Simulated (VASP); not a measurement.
# Sb2Se3 (P2_1/m) in VASP: single point with r2SCAN

Aim: the single point of Sb2Se3 with r2SCAN.

Everything below comes from runs of VASP 6.6.1. Logs are shortened: lines on timing, memory, paths and dates and some standing lists are left out, and cuts for length are marked.

**1. The structure**

The structure is monoclinic, space group P2_1/m (No. 11). Conventional cell: a = 7.464 Å, b = 4.063 Å, c = 10.259 Å, α = 90.00°, β = 91.44°, γ = 90.00°. Sb (site symmetry m) is surrounded by 5 Se at 2.74 to 3.09 Å. Around Sb (site symmetry m) lie 6 Se at 2.80 to 3.02 Å. Se (site symmetry m) is surrounded by 5 Sb at 2.74 to 3.09 Å. Around Se (site symmetry m) lie 4 Sb at 2.79 to 3.20 Å. Around Se (site symmetry m) lie 3 Sb at 2.80 Å.

The cell was built by a generator and needn't be a form met in nature.

**2. Single point, r2SCAN**

The input, INCAR:

```
SYSTEM = Sb2Se3
PREC = Accurate ; ENCUT = 520
EDIFF = 1E-6 ; ISMEAR = 0
SIGMA = 0.1 ; LREAL = .False.
LASPH = .True. ; NELM = 150
ALGO = Normal ; ISIF = 2
LWAVE = .False. ; LCHARG = .False.
METAGGA = R2SCAN ; LMIXTAU = .True.
NBANDS = 39 ; KPAR = 8
```

The input, KPOINTS:

```
regular mesh
0
Gamma
  6 8 4
  0 0 0
```

The input, POSCAR:

```
Sb2Se3
1.0
    7.4636740000      0.0000000000      0.0000000000
    0.0000000000      4.0626600000      0.0000000000
   -0.2575660000      0.0000000000     10.2557960000
Sb Se
4 6
Direct
    0.2446270000      0.7500000000      0.4808570000
    0.0848400000      0.2500000000      0.1507160000
    0.7553730000      0.2500000000      0.5191430000
    0.9151600000      0.7500000000      0.8492840000
    0.9325090000      0.7500000000      0.3352370000
    0.4014450000      0.2500000000      0.3362840000
    0.2334220000      0.7500000000      0.9996540000
    0.0674910000      0.2500000000      0.6647630000
    0.5985550000      0.7500000000      0.6637160000
    0.7665780000      0.2500000000      0.0003460000
```

Potentials or basis: VASP PAW PBE potentials, release 64 (Sb, Se).

Run with:

```bash
cat potpaw_PBE.64/Sb/POTCAR potpaw_PBE.64/Se/POTCAR > POTCAR
mpirun -np 8 vasp_std > vasp.out
```

OUTCAR:

```text
SYSTEM = Sb2Se3
   PREC = Accurate
   ENCUT = 520
   EDIFF = 1E-6
   ISMEAR = 0
   LREAL = .False.
   LASPH = .True.
   NELM = 150
   ISIF = 2
   METAGGA = R2SCAN

 ion  position               nearest neighbor table
   1  0.245  0.750  0.481-   5 2.74   6 2.79   6 2.79   8 3.09   8 3.09   9 3.20
   2  0.085  0.250  0.151-  10 2.80   7 2.80   7 2.80   6 3.00   5 3.02   5 3.02
   3  0.755  0.250  0.519-   8 2.74   9 2.79   9 2.79   5 3.09   5 3.09   6 3.20
   4  0.915  0.750  0.849-   7 2.80  10 2.80  10 2.80   9 3.00   8 3.02   8 3.02
   5  0.933  0.750  0.335-   1 2.74   2 3.02   2 3.02   3 3.09   3 3.09
   6  0.401  0.250  0.336-   1 2.79   1 2.79   2 3.00   3 3.20
   7  0.233  0.750  1.000-   4 2.80   2 2.80   2 2.80
   8  0.067  0.250  0.665-   3 2.74   4 3.02   4 3.02   1 3.09   1 3.09
   9  0.599  0.750  0.664-   3 2.79   3 2.79   4 3.00   1 3.20
  10  0.767  0.250  0.000-   2 2.80   4 2.80   4 2.80

  LATTYP: Found a simple monoclinic cell.
 ALAT       =     7.4636740000
 B/A-ratio  =     0.5443244172
 C/A-ratio  =     1.3745281172
 COS(beta)  =    -0.0251062728

  Lattice vectors:

 A1 = (   7.4636740000,   0.0000000000,   0.0000000000)
 A2 = (   0.0000000000,   4.0626600000,   0.0000000000)
 A3 = (  -0.2575660000,   0.0000000000,  10.2557960000)

Analysis of symmetry for initial positions (statically):
=====================================================================
 Subroutine PRICEL returns:
 Original cell was already a primitive cell.

 Routine SETGRP: Setting up the symmetry group for a
 simple monoclinic supercell.

 Subroutine GETGRP returns: Found  4 space group operations
 (whereof  2 operations were pure point group operations)
 out of a pool of  4 trial point group operations.

The static configuration has the point symmetry S_2 .
 The point group associated with its full space group is C_2h.

Analysis of symmetry for dynamics (positions and initial velocities):
=====================================================================
 Subroutine PRICEL returns:
 Original cell was already a primitive cell.

 Routine SETGRP: Setting up the symmetry group for a
 simple monoclinic supercell.

 Subroutine GETGRP returns: Found  4 space group operations
 (whereof  2 operations were pure point group operations)
 out of a pool of  4 trial point group operations.

The dynamic configuration has the point symmetry S_2 .
 The point group associated with its full space group is C_2h.

 Subroutine INISYM returns: Found  4 space group operations
 (whereof  2 operations are pure point group operations),
 and found     1 'primitive' translations

----------------------------------------------------------------------------------------

                                     Primitive cell

  volume of cell :     310.9800

  direct lattice vectors                    reciprocal lattice vectors
     7.463674000  0.000000000  0.000000000     0.133982272  0.000000000  0.003364856
     0.000000000  4.062660000  0.000000000     0.000000000  0.246144152  0.000000000
    -0.257566000  0.000000000 10.255796000     0.000000000  0.000000000  0.097505840

  length of vectors
     7.463674000  4.062660000 10.259029771     0.134024518  0.246144152  0.097505840

  position of ions in fractional coordinates (direct lattice)
     0.244627000  0.750000000  0.480857000
     0.084840000  0.250000000  0.150716000
     0.755373000  0.250000000  0.519143000
     0.915160000  0.750000000  0.849284000
     0.932509000  0.750000000  0.335237000
     0.401445000  0.250000000  0.336284000
     0.233422000  0.750000000  0.999654000
     0.067491000  0.250000000  0.664763000
     0.598555000  0.750000000  0.663716000
     0.766578000  0.250000000  0.000346000

  ion indices of the primitive-cell ions
   primitive index   ion index
                 1           1
                 2           2
                 3           3
                 4           4
                 5           5
                 6           6
                 7           7
                 8           8
                 9           9
                10          10

----------------------------------------------------------------------------------------

 KPOINTS: regular mesh

Automatic generation of k-mesh.
 Grid dimensions read from file:
 generate k-points for:    6    8    4

 Generating k-lattice:

  Cartesian coordinates                     Fractional coordinates (reciprocal lattice)
     0.022330379  0.000000000  0.000560809     0.166666667  0.000000000  0.000000000
     0.000000000  0.030768019  0.000000000     0.000000000  0.125000000  0.000000000
     0.000000000  0.000000000  0.024376460     0.000000000  0.000000000  0.250000000

  Length of vectors
     0.022337420  0.030768019  0.024376460

  Shift w.r.t. Gamma in fractional coordinates (k-lattice)
     0.000000000  0.000000000  0.000000000

 Subroutine IBZKPT returns following result:
 ===========================================

 Found     70 irreducible k-points:

 Following reciprocal coordinates:
            Coordinates               Weight
  0.000000  0.000000  0.000000      1.000000
  0.166667  0.000000 -0.000000      2.000000
  0.333333  0.000000  0.000000      2.000000
  0.500000  0.000000  0.000000      1.000000
  0.000000  0.125000  0.000000      2.000000
  0.166667  0.125000 -0.000000      4.000000
[... 16 lines left out ...]
  0.333333  0.000000  0.250000      2.000000
  0.500000  0.000000  0.250000      2.000000
 [... further k-points ...]
   k-points           NKPTS =     70   k-points in BZ     NKDIM =     70   number of bands    NBANDS=     39
   number of dos      NEDOS =    301   number of ions     NIONS =     10
   total plane-waves  NPLWV = 134400
   dimension x,y,z NGX =    56 NGY =   30 NGZ =   80
   dimension x,y,z NGXF=   112 NGYF=   60 NGZF=  160
   ions per type =               4   6
   NGX,Y,Z   is equivalent  to a cutoff of  12.47, 12.28, 12.96 a.u.
   NGXF,Y,Z  is equivalent  to a cutoff of  24.95, 24.55, 25.93 a.u.
 SYSTEM =  Sb2Se3
   PREC   = accura    normal or accurate (medium, high low for compatibility)
   ISTART =      0    job   : 0-new  1-cont  2-samecut
   ICHARG =      2    charge: 1-file 2-atom 10-const
   ISPIN  =      1    spin polarized calculation?
   LNONCOLLINEAR =      F non collinear calculations
   LSORBIT =      F    spin-orbit coupling
   LASPH  =      T    aspherical Exc in radial PAW
   ENCUT  =  520.0 eV  38.22 Ry    6.18 a.u.  13.88  7.55 19.07*2*pi/ulx,y,z
   NELM   =    150;   NELMIN=  2; NELMDL= -5     # of ELM steps
   EDIFF  = 0.1E-05   stopping-criterion for ELM
   LREAL  =      F    real-space projection
   EDIFFG = 0.1E-04   stopping-criterion for IOM
   NSW    =      0    number of steps for IOM
   IBRION =     -1    ionic relax: 0-MD 1-quasi-New 2-CG
   NFREE  =      0    steps in history (QN), initial steepest desc. (CG)
   ISIF   =      2    stress and relaxation
   ISYM   =      2    0-nonsym 1-usesym 2-fastsym
   POTIM  = 0.5000    time-step for ionic-motion
   TEBEG  =    0.0;   TEEND  =   0.0 temperature during run
   PSTRESS=    0.0 pullay stress
   NELECT =      56.0000    total number of electrons
   NUPDOWN=      -1.0000    fix difference up-down
   EMIN   =  10.00;   EMAX   =-10.00  energy-range for DOS
   EFERMI =   0.00;   METHOD = LEGACY
   ISMEAR =     0;   SIGMA  =   0.10  broadening in eV -4-tet -1-fermi 0-gaus
   EFERMI_NEDOS =   21; number of points for ismear=-14 and -15
   IALGO  =     38    algorithm
   IMIX   =      4    mixing-type and parameters
     AMIX     =   0.40;   BMIX     =  1.00
     AMIX_MAG =   1.60;   BMIX_MAG =  1.00
  volume/ion in A,a.u.               =      31.10       209.86
  Fermi-wavevector in a.u.,A,eV,Ry     =   0.924471  1.746997 11.628176  0.854647
  Thomas-Fermi vector in A             =   2.050220
   LORBIT       =      0    0 simple, 1 ext, 2 COOP (PROOUT), +10 PAW based schemes
   METAGGA = R2SCAN    functional components
   LHFCALC =     F    Hartree Fock is set to
   AEXX    =    0.0000 exact exchange contribution
   IVDW    =     0    specifies the selected vdW correction
   LEPSILON=     F    determine dielectric tensor
   LRPA    =     F    only Hartree local field effects (RPA)
 non-spin polarized calculation
 Gauss-broadening in eV      SIGMA  =   0.10
  energy-cutoff  :      520.00
  volume of cell :      310.98
 maximum number of plane-waves:      8411
   NGX = 27   NGY = 15   NGZ = 39

 number of electron      55.9999996 magnetization

 Free energy of the ion-electron system (eV)
  ---------------------------------------------------
  ext. energy  EPLUGINS =         0.00000000
  ---------------------------------------------------
  free energy    TOTEN  =      -191.32574553 eV

  energy without entropy =     -191.32574553  energy(sigma->0) =     -191.32574553

 E-fermi :   3.6669     XC(G=0):  -9.0162

 val. band max:        3.3038950416   @ k =   0.0000   0.0000   0.2500
 cond. band min:       4.0309295999   @ k =   0.0000   0.0000   0.5000
 fundamental gap:      0.7270345583
 Fermi energy:         3.6669309916

 k-point     1 :       0.0000    0.0000    0.0000
  band No.  band energies     occupation
      1     -11.2479      2.00000
      2     -10.5537      2.00000
      3     -10.3029      2.00000
      4      -9.7858      2.00000
      5      -9.6867      2.00000
      6      -9.6020      2.00000
[... 31 lines left out ...]
     38       6.7048      0.00000
     39       7.2442      0.00000

 k-point     2 :       0.1667    0.0000   -0.0000
  band No.  band energies     occupation
      1     -11.2181      2.00000
      2     -10.5525      2.00000
      3     -10.3249      2.00000
      4      -9.8307      2.00000
      5      -9.6729      2.00000
      6      -9.6137      2.00000
[... 31 lines left out ...]
     38       6.7421      0.00000
     39       7.2288      0.00000

 k-point     3 :       0.3333    0.0000    0.0000
  band No.  band energies     occupation
      1     -11.1469      2.00000
      2     -10.5666      2.00000
      3     -10.3772      2.00000
      4      -9.8618      2.00000
      5      -9.6838      2.00000
      6      -9.6429      2.00000
[... 31 lines left out ...]
     38       7.0077      0.00000
     39       7.1854      0.00000

 k-point     4 :       0.5000    0.0000    0.0000
  band No.  band energies     occupation
      1     -11.1019      2.00000
      2     -10.5919      2.00000
      3     -10.3995      2.00000
      4      -9.8586      2.00000
      5      -9.6957      2.00000
      6      -9.6641      2.00000
[... 31 lines left out ...]
     38       7.1551      0.00000
     39       7.3808      0.00000
[... 754 lines left out ...]
     38       7.0555      0.00000
     39       7.1654      0.00000

 k-point    23 :       0.3333    0.0000    0.2500
  band No.  band energies     occupation
      1     -11.0742      2.00000
      2     -10.7717      2.00000
      3     -10.2720      2.00000
      4      -9.8062      2.00000
      5      -9.7463      2.00000
      6      -9.5838      2.00000
[... 31 lines left out ...]
     38       7.0858      0.00000
     39       7.2579      0.00000

 k-point    24 :       0.5000    0.0000    0.2500
  band No.  band energies     occupation
      1     -11.0510      2.00000
      2     -10.6896      2.00000
      3     -10.4179      2.00000
      4      -9.7887      2.00000
      5      -9.7512      2.00000
      6      -9.5883      2.00000
[... 31 lines left out ...]
     38       6.8675      0.00000
     39       7.0619      0.00000

 [... further k-points ...]
[... 5 lines left out ...]
  --------------------------------------------------------------------------------------
  -------------------------------------------------------------------------------------
  Total       -2.4281389     -2.2837909     -2.1621752      0.0000000      0.0000000      0.0452972
  in kB      -12.5098355    -11.7661508    -11.1395836      0.0000000      0.0000000      0.2333721
  external PRESSURE =     -11.8051899 kB  Pullay stress =       0.0000000 kB

 VOLUME and BASIS-vectors are now :
 -----------------------------------------------------------------------------
  energy-cutoff  :      520.00
  volume of cell :      310.98
      direct lattice vectors                 reciprocal lattice vectors
     7.463674000  0.000000000  0.000000000     0.133982272  0.000000000  0.003364856
     0.000000000  4.062660000  0.000000000     0.000000000  0.246144152  0.000000000
    -0.257566000  0.000000000 10.255796000     0.000000000  0.000000000  0.097505840

 POSITION                                       TOTAL-FORCE (eV/Angst)
 -----------------------------------------------------------------------------------
      1.70196      3.04699      4.93157        -0.026229     -0.000000     -0.172941
      0.59440      1.01567      1.54571         0.011275      0.000000     -0.103206
      5.50414      1.01567      5.32422         0.026229     -0.000000      0.172941
      6.61171      3.04699      8.71008        -0.011275     -0.000000      0.103206
      6.87360      3.04699      3.43812         0.129338     -0.000000      0.059503
      2.90964      1.01567      3.44886        -0.121747     -0.000000      0.089632
      1.48471      3.04699     10.25225        -0.174569     -0.000000      0.055405
      0.33251      1.01567      6.81767        -0.129338      0.000000     -0.059503
      4.29647      3.04699      6.80694         0.121747     -0.000000     -0.089632
      5.72140      1.01567      0.00355         0.174569     -0.000000     -0.055405
 -----------------------------------------------------------------------------------
    total drift:                               -0.000000      0.000000     -0.000000

  FREE ENERGIE OF THE ION-ELECTRON SYSTEM (eV)
  ---------------------------------------------------
  free  energy   TOTEN  =      -191.3257455331 eV

  energy  without entropy=     -191.3257455304  energy(sigma->0) =     -191.32574553
```

Wall time 4 min (8 MPI ranks of Intel Xeon 6975P-C (Granite Rapids), shared host); peak memory 0.85 GiB.

Results:

```yaml
Free_energy: -191.3257 eV
Pressure: -1.2 GPa
Largest_force: 0.183 eV/Å
Band_gap_on_the_k_mesh: 0.73 eV, indirect (least direct gap 0.83 eV)
```

Forces in eV/Å, atoms in the order of the input:
```
Sb  -0.026  0.000 -0.173
Sb   0.011  0.000 -0.103
Sb   0.026  0.000  0.173
Sb  -0.011  0.000  0.103
Se   0.129  0.000  0.060
Se  -0.122  0.000  0.090
Se  -0.175  0.000  0.055
Se  -0.129  0.000 -0.060
Se   0.122  0.000 -0.090
Se   0.175  0.000 -0.055
```

Levels at points of the mesh, in eV from the valence-band top:
| k point | band 25 | band 26 | band 27 | band 28 | band 29 | band 30 | band 31 | band 32 |
| --- | --- | --- | --- | --- | --- | --- | --- | --- |
| (0.00, 0.00, 0.00) | -1.38 | -1.32 | -0.21 | -0.13 | 0.88 | 1.50 | 1.89 | 2.01 |
| (0.50, 0.00, 0.00) | -1.02 | -0.73 | -0.66 | -0.33 | 1.02 | 1.74 | 1.76 | 2.21 |
| (0.00, 0.50, 0.00) | -0.99 | -0.99 | -0.73 | -0.73 | 2.18 | 2.18 | 2.42 | 2.42 |
| (0.50, 0.50, 0.00) | -1.74 | -1.74 | -0.28 | -0.28 | 1.77 | 1.77 | 2.48 | 2.48 |
| (0.00, 0.00, 0.50) | -1.27 | -1.02 | -0.81 | -0.26 | 0.73 | 1.07 | 1.61 | 1.68 |
| (0.50, 0.00, 0.50) | -0.75 | -0.71 | -0.59 | -0.30 | 0.76 | 1.57 | 1.70 | 2.58 |
| (0.00, 0.50, 0.50) | -0.85 | -0.85 | -0.74 | -0.74 | 1.80 | 1.80 | 2.41 | 2.41 |
| (0.50, 0.50, 0.50) | -1.54 | -1.54 | -0.69 | -0.69 | 1.45 | 1.45 | 2.34 | 2.34 |

Caveat: the PAW data sets were made with another functional, which shifts forces and pressure a little; spin-orbit coupling is left out, which moves the levels of the heavy elements. r2SCAN opens gaps a little over a GGA but as a rule still falls short of measured ones.
